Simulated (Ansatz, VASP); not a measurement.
# Two plane-wave programs on Ni

File INCAR:

```
ALGO = Normal ; EDIFF = 1E-6
ENCUT = 520 ; GGA = PE
ISIF = 2 ; ISMEAR = -1
ISPIN = 2 ; LASPH = True
LCHARG = False ; LMAXMIX = 4
LORBIT = 11 ; LREAL = False
LWAVE = False ; MAGMOM = 2 2
NBANDS = 21 ; NELM = 150
PREC = Accurate ; SIGMA = 0.1
```

Contents of KPOINTS:

```
k-points
0
Gamma
  12 12 6
```

The input POSCAR:

```
Ni
1.0
    0.0000000000      1.7651000000      1.7651000000
    1.7651000000      0.0000000000      1.7651000000
    3.5302000000      3.5302000000      0.0000000000
Ni
2
Direct
    0.0000000000      0.0000000000      0.0000000000
    0.0000000000      0.0000000000      0.5000000000
```

Input for Ansatz:

```yaml
crystal:
  lattice:
    - [0.0, 1.7651, 1.7651]
    - [1.7651, 0.0, 1.7651]
    - [3.5302, 3.5302, 0.0]
  atoms:
    - { symbol: Ni, position: [0.0, 0.0, 0.0], spin: 2.0 }
    - { symbol: Ni, position: [0.0, 0.0, 0.5], spin: 2.0 }
magnetization:
  spin_polarized: true
hamiltonian:
  xc: pbe
  pseudopotentials: { kind: paw }
basis:
  ecutwfc: 420
kpoints:
  mp_grid: { grid: [12, 12, 6] }
scf:
  occupations: { method: fermi_dirac, width: 0.1 }
  lower_state_search: "off"
output:
  forces: true
  stress: true
```

Alike in both runs: task single point; functional PBE; k mesh 12 × 12 × 6; occupations fermi-dirac, width 0.1 eV; collinear spin.

|  | VASP | Ansatz |
| --- | --- | --- |
| version | VASP 6.6.1 | Ansatz 0.2.0 |
| potentials or method | VASP PAW PBE potentials, release 64 (Ni) | PAW, plane waves, scalar-relativistic |
| plane-wave cutoff (eV) | 520 | 420 |
| valence electrons in the cell | 20 | 36 |

Ansatz gave:

| Item | Value |
| --- | --- |
| pressure (GPa) | -1.4 |
| net moment per atom (μB) | 0.65 |
| size of the moment on the site where the two differ most (μB) | 0.69 |

Task: Which values does VASP return?

Result: Pressure (GPa): -1.5; net moment per atom (μB): 0.63; size of the moment on the site where the two differ most (μB): 0.65.

Site moments also hang on the region over which each program counts them. With one functional, cell and mesh, what is left measures potentials, basis and numerics. The two sets of potentials don't hold the same shells in valence.
